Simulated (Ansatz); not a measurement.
Crystal: Ge.

```
Ge
1.0
     1.48805   -2.59469    0.00000
     1.48805    2.59469    0.00000
     0.00000    0.00000    4.72760
Ge
2
Cartesian
  1.4881 0.8643 1.1819
  1.4881 -0.8643 3.5457
```

This isn't the form of Ge at room conditions, which is diamond.

```yaml
Program: Ansatz 0.2.0
Task: relaxation of cell and atoms
Functional: PBEsol
Potentials_or_basis: Ansatz PAW
Cutoff: "420 eV (not typed: the program's choice for these potentials)"
k_mesh: 10 × 10 × 6
Occupations: fermi-dirac, width 0.05 eV
Spin: no spin polarisation
```

At the start: volume 18.25 Å³/atom.

**Question.** How do energy, volume and symmetry change on relaxing?

**Answer.** It ends after 19 steps and the volume is 18.36 Å³/atom (+0.6 %); space group P6/mmm (No. 191, to 0.05 Å).

Step by step:
| step | energy change (eV) | largest force (eV/Å) | volume (Å³) |
| --- | --- | --- | --- |
| 1 | 0.0000 | 0.0006 | 36.51 |
| 2 | -0.0051 | 0.0043 | 36.82 |
| 3 | -0.0055 | 0.0061 | 36.63 |
| 4 | -0.0057 | 0.0069 | 36.65 |
| 5 | -0.0058 | 0.0077 | 36.64 |
| 6 | -0.0060 | 0.0074 | 36.64 |
| 7 | -0.0247 | 0.1107 | 36.49 |
| 8 | -0.0682 | 0.0632 | 36.50 |
| 9 | -0.1275 | 0.0727 | 36.41 |
| 10 | -0.1408 | 0.0388 | 36.88 |
| 11 | -0.1419 | 0.0134 | 36.59 |
| 12 | -0.1465 | 0.0033 | 36.74 |
| 13 | -0.1475 | 0.0028 | 36.73 |
| 14 | -0.1481 | 0.0016 | 36.71 |
| 15 | -0.1488 | 0.0009 | 36.64 |
| 16 | -0.1489 | 0.0006 | 36.66 |
| 17 | -0.1501 | 0.0006 | 36.66 |
| 18 | -0.1502 | 0.0002 | 36.71 |
| 19 | -0.1502 | 0.0002 | 36.71 |

Final structure:
```xyz
2
Lattice="1.4249 -2.4681 0.0000 1.4249 2.4681 0.0000 0.0000 0.0000 5.2192" Properties=species:S:1:pos:R:3 pbc="T T T"
Ge    1.4249    0.0008    1.3048
Ge    1.4249   -0.0008    3.9144
```

Caveat: the plane-wave basis is chosen anew once the cell has moved, so the energies of steps on either side of that aren't comparable; the PAW data sets come from PBE, with cores solved anew for the run's functional, which leaves a small shift of forces and pressure.
